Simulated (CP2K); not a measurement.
Crystal: SnO2.

```xyz
6
Lattice="4.7880 0.0000 0.0000 0.0000 4.8666 0.0000 0.0000 0.0000 3.2409" Properties=species:S:1:pos:R:3 pbc="T T T"
Sn    0.0000    0.0000    0.0000
Sn    2.3940    2.4333    1.6204
O     3.3906    3.3042    0.0000
O     0.9966    3.9957    1.6204
O     3.7914    0.8709    1.6204
O     1.3974    1.5624    0.0000
```

The cell is a database's computed one.

Base run:

* Program: CP2K 2026.2
* Functional: TB-mBJ
* Potentials or basis: POTENTIAL_UZH Sn GTH-PBE-q4, O GTH-PBE-q6; TZVP-MOLOPT-PBE-GTH basis
* Density cutoff: 11565 eV
* k mesh: 6 × 6 × 8
* Occupations: fermi-dirac, width 0.0259 eV
* Spin: no spin polarisation

Its results: band gap on the k mesh 1.64 eV, direct.

Problem. The run is repeated on the same cell with these changes: functional from TB-mBJ to PBEsol; density cutoff from 11565 eV to 8163 eV; cutoff of the grids from 850 Ry to 600 Ry. What comes out?

Solution. Band gap on the k mesh 0.62 eV, direct.

Caveats: spin-orbit coupling is left out, which moves the levels of the heavy elements; the basis of atomic orbitals isn't converged, which shifts pressures, moduli and gaps; this is a model potential without an energy functional, so only levels have meaning (some runs).
